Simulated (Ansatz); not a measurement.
## AlN: what symmetry allows forces and stress to be

```xyz
2
Lattice="0.1628 2.1754 2.1754 2.1754 0.1628 2.1754 2.1754 2.1754 0.1628" Properties=species:S:1:pos:R:3 pbc="T T T"
Al    2.3528    2.3528    2.3528
N    -0.0961   -0.0961   -0.0961
```

The calculation used DFT PBE, scalar-relativistic, plane waves, PAW in Ansatz 0.2.0.

Plane waves to 420 eV, a k mesh through Γ of 10×10×10 on the computed 2-atom cell and Gaussian smearing (0.02 eV); no spin polarisation.

This distorted cell has space group R3m, with 6 operations.

Task: Without a calculation: in which directions can each atom feel a force?

Result: A force must be left unchanged by every operation that keeps its atom in place, so it lies in the space that those operations leave fixed. Atoms that the group maps onto each other feel forces of one size.
| atom | site symmetry | operations at the site | equivalent to atom | allowed force (Cartesian) |
| --- | --- | --- | --- | --- |
| Al1 | 3m | 6 | 1 | along (0.58, 0.58, 0.58) |
| N2 | 3m | 6 | 2 | along (0.58, 0.58, 0.58) |

That leaves 2 independent force components of 6, tied by 1 condition that the forces sum to zero, so 1 remains. A relaxation in this cell that keeps the symmetry moves the atoms in these directions alone.

Task: And the stress tensor?

Result: It must be invariant under the point group, which leaves 2 independent components: xx = yy, xx = zz, yy = zz, yz = xz, yz = xy, xz = xy.

Task: Do the computed values obey this?

Result: Yes. Forces (eV/Å):
```
Al1 -0.529 -0.529 -0.529
N2   0.529  0.529  0.529
```

Stress (GPa, compression positive, xx yy zz yz xz xy): -1.50 -1.50 -1.50 -19.63 -19.63 -19.63. The program imposes the same operations on density, forces and stress, so this confirms the analysis and is no independent test of the calculation.

This rock-salt form isn't the usual stable structure of the compound.